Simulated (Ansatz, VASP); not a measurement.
InP: VASP beside Ansatz

```
In P
1.0
     0.00000    2.78829    2.78829
     2.78829    0.00000    2.78829
     2.78829    2.78829    0.00000
In P
1 1
Direct
  0.00000 0.00000 0.00000
  0.50000 0.50000 0.50000
```

Alike in both runs: task single point; functional PBE; k mesh 10 × 10 × 10; occupations gaussian, width 0.05 eV; no spin polarisation.

```csv
,VASP,Ansatz
version,VASP 6.6.1,Ansatz 0.2.0
potentials or method,"VASP PAW PBE potentials, release 64 (In_d, P)","scalar-relativistic, plane waves, PAW"
plane-wave cutoff (eV),520,420
valence electrons in the cell,18,18
```

```csv
,VASP,Ansatz,Ansatz less VASP
gap on the k mesh at the Fermi level (eV),none,none,-
pressure (GPa),-1.4,-1.4,+0.05
```

A gap of «none» marks a metal or a gap that the smearing closes.
